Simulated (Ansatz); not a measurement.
A (111) slab of relaxed bulk Ag (Fm-3m, 16.66 Å³/atom, gap on the mesh 0.00 eV), 4 planes in a 6×1 cell with the lowest 2 held; added atoms sit on lattice sites of the next plane. A dipole correction is on. The surface energy is the mean of the held and the free face; step energies are per length and the mean of the stripe's two steps, which run along the shortest translation of the plane; step and island energies count from the flat slab and bulk atoms.

All numbers below come from DFT PBEsol, scalar-relativistic, plane waves, PAW (Ansatz 0.2.0).

Settings: cutoff 420 eV, Γ-centred mesh 2×12×1 on the computed 26-atom cell, Gaussian smearing of 0.10 eV; no spin polarisation.

Start (stripe of 2 atoms):

```
CELL_PARAMETERS angstrom
17.20141 0.00000 0.00000
-1.43345 2.48281 0.00000
0.00000 0.00000 21.36326
ATOMIC_POSITIONS crystal
Ag 0.00000 0.00000 0.07021
Ag 0.05556 0.66667 0.17979
Ag 0.11111 0.33333 0.28936
Ag 0.16667 0.00000 0.07021
Ag 0.22222 0.66667 0.17979
Ag 0.27778 0.33333 0.28936
Ag 0.33333 0.00000 0.07021
Ag 0.38889 0.66667 0.17979
Ag 0.44444 0.33333 0.28936
Ag 0.50000 0.00000 0.07021
Ag 0.55556 0.66667 0.17979
Ag 0.61111 0.33333 0.28936
Ag 0.66667 0.00000 0.07021
Ag 0.72222 0.66667 0.17979
Ag 0.77778 0.33333 0.28936
Ag 0.83333 0.00000 0.07021
Ag 0.88889 0.66667 0.17979
Ag 0.94444 0.33333 0.28936
Ag 0.00000 0.00000 0.39893
Ag 0.16667 0.00000 0.39893
Ag 0.33333 0.00000 0.39893
Ag 0.50000 0.00000 0.39893
Ag 0.66667 0.00000 0.39893
Ag 0.83333 0.00000 0.39893
Ag 0.05556 0.66667 0.50850
Ag 0.22222 0.66667 0.50850
```

Task: Relax it.

Result: The free energy falls by 3 meV/atom.

```
step energy (meV/Å)  : 103
gap on the mesh (eV) : 0
```

Relaxed structure:
```
CELL_PARAMETERS angstrom
17.20141 0.00000 0.00000
-1.43345 2.48281 0.00000
0.00000 0.00000 21.36326
ATOMIC_POSITIONS crystal
Ag 0.00000 0.00000 0.07021
Ag 0.05556 0.66667 0.17979
Ag 0.11069 0.33207 0.28755
Ag 0.16667 0.00000 0.07021
Ag 0.22222 0.66667 0.17979
Ag 0.27817 0.33451 0.28789
Ag 0.33333 0.00000 0.07021
Ag 0.38889 0.66667 0.17979
Ag 0.44408 0.33225 0.28809
Ag 0.50000 0.00000 0.07021
Ag 0.55556 0.66667 0.17979
Ag 0.61126 0.33379 0.28760
Ag 0.66667 0.00000 0.07021
Ag 0.72222 0.66667 0.17979
Ag 0.77818 0.33454 0.28781
Ag 0.83333 0.00000 0.07021
Ag 0.88889 0.66667 0.17979
Ag 0.94456 0.33368 0.28769
Ag 0.99519 0.98556 0.39676
Ag 0.16810 0.00430 0.39403
Ag 0.33710 0.01129 0.39820
Ag 0.50177 0.00532 0.39620
Ag 0.66659 0.99977 0.39618
Ag 0.83131 0.99393 0.39690
Ag 0.05820 0.67461 0.50040
Ag 0.21984 0.65951 0.50071
```

Small energy differences in metals hang on the k mesh (about 10 mJ/m² or 1 to 2 meV/atom on the mesh of the relaxation).

Time: 10 min on 4 threads of Arm Neoverse V1, on a shared host, peak memory 5.5 GiB.